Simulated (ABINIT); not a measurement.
The system is Pt.

```xyz
1
Lattice="0.0000 1.9609 1.9609 1.9609 0.0000 1.9609 1.9609 1.9609 0.0000" Properties=species:S:1:pos:R:3 pbc="T T T"
Pt    0.0000    0.0000    0.0000
```

Base run:

* Program: ABINIT 10.8.3 (patched build)
* Functional: PBEsol
* Potentials or basis: PseudoDojo NC SR PBEsol v0.4.1 standard
* Cutoff: 1034 eV
* k mesh: 12 × 12 × 12, with 4 shifts
* Occupations: fermi-dirac, width 0.136 eV
* Spin: no spin polarisation

Its results: pressure -1.5 GPa.

Task: The run is repeated on the same cell with these changes: k mesh from 12 × 12 × 12, with 4 shifts to 9 × 9 × 9; occupations from fermi-dirac, width 0.136 eV to fermi-dirac, width 0.05 eV. What comes out?

Result: Pressure -2.5 GPa.
